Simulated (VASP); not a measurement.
# MoS2 (R-3m) in VASP: notebook, part 2 of 2

VASP 6.6.1.

### 4 Single point, PBEsol, spin-orbit coupling, no magnetisation

INCAR reads:

```
PREC = Accurate
ENCUT = 350
EDIFF = 1E-7
ISMEAR = 0
SIGMA = 0.02
LREAL = False
LASPH = True
NELM = 100
ALGO = Normal
ISIF = 2
LWAVE = False
LCHARG = False
MAGMOM = 0 0 0 0 0 0 0 0 0
LORBIT = 11
LSORBIT = True
GGA_COMPAT = False
LMAXMIX = 4
GGA = PS
NBANDS = 42
```

KPOINTS reads:

```
regular mesh
0
Gamma
  7 7 7
```

POSCAR reads:

```
MoS2
1.0
    1.5855000000      0.9153888518      6.1149966667
   -1.5855000000      0.9153888518      6.1149966667
    0.0000000000     -1.8307777036      6.1149966667
Mo S
1 2
Direct
    0.0000000000      0.0000000000      0.0000000000
    0.2500000000      0.2500000000      0.2500000000
    0.7500000000      0.7500000000      0.7500000000
```

On the command line:

```bash
$ cat potpaw_PBE.64/Mo_sv/POTCAR potpaw_PBE.64/S/POTCAR > POTCAR
$ mpirun -np 1 vasp_ncl > vasp.out
```

Wall time 3.9 min (1 thread of AMD EPYC 9R45 (Zen 5), shared host); peak memory 0.46 GiB.

These settings aren't checked as converged: the numbers below hold their error.

What came out:

| Quantity | Value |
| --- | --- |
| Free energy | -22.6819 eV |
| Pressure | 2.7 GPa |
| Largest force | 0.798 eV/Å |
| Valence electrons inside the program's atomic spheres | Mo 12.51; S 3.68 |

Caveat: the PAW data sets were made with another functional, which shifts forces and pressure a little; the cell's inner coordinates are idealised or old, which leaves forces on the atoms.

### 5 Single point, PBEsol, spin-orbit coupling, no magnetisation

INCAR: that of step 4 with these lines changed.

```diff
@@ -1,3 +1,3 @@
 PREC = Accurate
-ENCUT = 350
+ENCUT = 500
 EDIFF = 1E-7
```

KPOINTS is that of step 4.

POSCAR is that of step 4.

Potentials or basis: VASP PAW PBE potentials, release 64 (Mo_sv, S).

On the command line:

```bash
$ cat potpaw_PBE.64/Mo_sv/POTCAR potpaw_PBE.64/S/POTCAR > POTCAR
$ mpirun -np 1 vasp_ncl > vasp.out
```

OUTCAR:

```text
PREC = Accurate
   ENCUT = 500
   EDIFF = 1E-7
   ISMEAR = 0
   LREAL = False
   LASPH = True
   NELM = 100
   ISIF = 2
   LORBIT = 11
   LSORBIT = True
   GGA = PS

 Found     44 irreducible k-points:

 Following reciprocal coordinates:
            Coordinates               Weight
  0.000000  0.000000  0.000000      1.000000
  0.142857  0.000000  0.000000      6.000000
  0.285714  0.000000  0.000000      6.000000
  0.428571 -0.000000  0.000000      6.000000
  0.142857  0.142857  0.000000      6.000000
  0.285714  0.142857  0.000000     12.000000
   k-points           NKPTS =     44   k-points in BZ     NKDIM =     44   number of bands    NBANDS=     42
   number of dos      NEDOS =    301   number of ions     NIONS =      3
   total plane-waves  NPLWV = 110592
   dimension x,y,z NGX =    48 NGY =   48 NGZ =   48
   dimension x,y,z NGXF=    96 NGYF=   96 NGZF=   96
   ions per type =               1   2
   NGX,Y,Z   is equivalent  to a cutoff of  12.50, 12.50, 12.50 a.u.
   NGXF,Y,Z  is equivalent  to a cutoff of  25.00, 25.00, 25.00 a.u.
 SYSTEM =  unknown system
   PREC   = accura    normal or accurate (medium, high low for compatibility)
   ISTART =      0    job   : 0-new  1-cont  2-samecut
   ICHARG =      2    charge: 1-file 2-atom 10-const
   ISPIN  =      1    spin polarized calculation?
   LNONCOLLINEAR =      T non collinear calculations
   LSORBIT =      T    spin-orbit coupling
   LASPH  =      T    aspherical Exc in radial PAW
   ENCUT  =  500.0 eV  36.75 Ry    6.06 a.u.  11.64 11.64 11.64*2*pi/ulx,y,z
   NELM   =    100;   NELMIN=  2; NELMDL= -5     # of ELM steps
   EDIFF  = 0.1E-06   stopping-criterion for ELM
   LREAL  =      F    real-space projection
[... 7 lines left out ...]
   TEBEG  =    0.0;   TEEND  =   0.0 temperature during run
   PSTRESS=    0.0 pullay stress
   NELECT =      26.0000    total number of electrons
   NUPDOWN=      -1.0000    fix difference up-down
   EMIN   =  10.00;   EMAX   =-10.00  energy-range for DOS
   EFERMI =   0.00;   METHOD = LEGACY
   ISMEAR =     0;   SIGMA  =   0.02  broadening in eV -4-tet -1-fermi 0-gaus
   EFERMI_NEDOS =   21; number of points for ismear=-14 and -15
   IALGO  =     38    algorithm
[... 314 lines left out ...]
      0.00000      0.00000      0.00000         0.000000      0.000000      0.000000
      0.00000      0.00000      4.58625         0.000000      0.000000     -0.792934
      0.00000      0.00000     13.75874         0.000000     -0.000000      0.792934
 -----------------------------------------------------------------------------------
    total drift:                               -0.000000     -0.000000      0.000000

  FREE ENERGIE OF THE ION-ELECTRON SYSTEM (eV)
  ---------------------------------------------------
  free  energy   TOTEN  =       -22.6852836679 eV

  energy  without entropy=      -22.6849875060  energy(sigma->0) =      -22.68513559

 Spin-Orbit-Coupling matrix elements

 Ion:    1  E_soc:     -0.1952740
 l=   1
     0.0000000    -0.0295353    -0.0294483
    -0.0295353     0.0000000    -0.0295353
    -0.0294483    -0.0295353     0.0000000
 l=   2
     0.0000000    -0.0005200     0.0000000    -0.0005200    -0.0027602
    -0.0005200     0.0000000    -0.0019504    -0.0003772    -0.0005200
     0.0000000    -0.0019504     0.0000000    -0.0019504     0.0000000
    -0.0005200    -0.0003772    -0.0019504     0.0000000    -0.0005200
    -0.0027602    -0.0005200     0.0000000    -0.0005200     0.0000000
 l=   3
     0.0000000     0.0000000     0.0000000     0.0000000     0.0000000     0.0000000     0.0000000
     0.0000000     0.0000000     0.0000000     0.0000000     0.0000000     0.0000000     0.0000000
     0.0000000     0.0000000     0.0000000     0.0000000     0.0000000     0.0000000     0.0000000
     0.0000000     0.0000000     0.0000000     0.0000000     0.0000000     0.0000000     0.0000000
[... 29 lines left out ...]
 l=   2
     0.0000000     0.0000000     0.0000000     0.0000000     0.0000000
     0.0000000     0.0000000     0.0000000     0.0000000     0.0000000
     0.0000000     0.0000000     0.0000000     0.0000000     0.0000000
     0.0000000     0.0000000     0.0000000     0.0000000     0.0000000
     0.0000000     0.0000000     0.0000000     0.0000000     0.0000000
 l=   3
     0.0000000     0.0000000     0.0000000     0.0000000     0.0000000     0.0000000     0.0000000
     0.0000000     0.0000000     0.0000000     0.0000000     0.0000000     0.0000000     0.0000000
     0.0000000     0.0000000     0.0000000     0.0000000     0.0000000     0.0000000     0.0000000
     0.0000000     0.0000000     0.0000000     0.0000000     0.0000000     0.0000000     0.0000000
     0.0000000     0.0000000     0.0000000     0.0000000     0.0000000     0.0000000     0.0000000
     0.0000000     0.0000000     0.0000000     0.0000000     0.0000000     0.0000000     0.0000000
     0.0000000     0.0000000     0.0000000     0.0000000     0.0000000     0.0000000     0.0000000

 total charge

# of ion       s       p       d       tot
------------------------------------------
    1        2.307   6.237   3.966  12.510
    2        1.360   2.323   0.000   3.684
    3        1.360   2.323   0.000   3.684
--------------------------------------------------
tot          5.028  10.883   3.966  19.877

 magnetization (x)

# of ion       s       p       d       tot
------------------------------------------
    1        0.000   0.000   0.000   0.000
    2        0.000  -0.000   0.000  -0.000
    3        0.000  -0.000   0.000  -0.000
--------------------------------------------------
tot          0.000  -0.000   0.000  -0.000

 magnetization (y)

# of ion       s       p       d       tot
------------------------------------------
    1       -0.000   0.000   0.000  -0.000
    2        0.000   0.000   0.000   0.000
    3        0.000   0.000   0.000   0.000
--------------------------------------------------
tot         -0.000   0.000   0.000  -0.000

 magnetization (z)

# of ion       s       p       d       tot
------------------------------------------
    1        0.000   0.000   0.000   0.000
    2        0.000   0.000   0.000   0.000
    3        0.000   0.000   0.000   0.000
--------------------------------------------------
tot          0.000   0.000   0.000   0.000
```

Run time: 7.6 min. Hardware: 1 thread of AMD EPYC 9R45 (Zen 5), shared host; peak memory 0.75 GiB.

The run converged, but some of its settings lie outside the range that counts as converged, so its numbers aren't taken as properties of the crystal.

What came out:

```
Free energy                                           : -22.6853 eV
Pressure                                              : 3.1 GPa
Largest force                                         : 0.793 eV/Å
Valence electrons inside the program's atomic spheres : Mo 12.51; S 3.68
```

Caveat: the PAW data sets were made with another functional, which shifts forces and pressure a little; the cell's inner coordinates are idealised or old, which leaves forces on the atoms.

### 6 The reference run

An earlier run on the cell as given: functional PBE; potentials or basis VASP PAW PBE potentials, release 64 (Mo_sv, S); cutoff 520 eV; k mesh 10 × 10 × 10; occupations fermi-dirac, width 0.05 eV; no spin polarisation.

- Pressure: 7.8 GPa
- Largest force: 0.994 eV/Å
- Band gap on the k mesh: none (metal or under the smearing width)
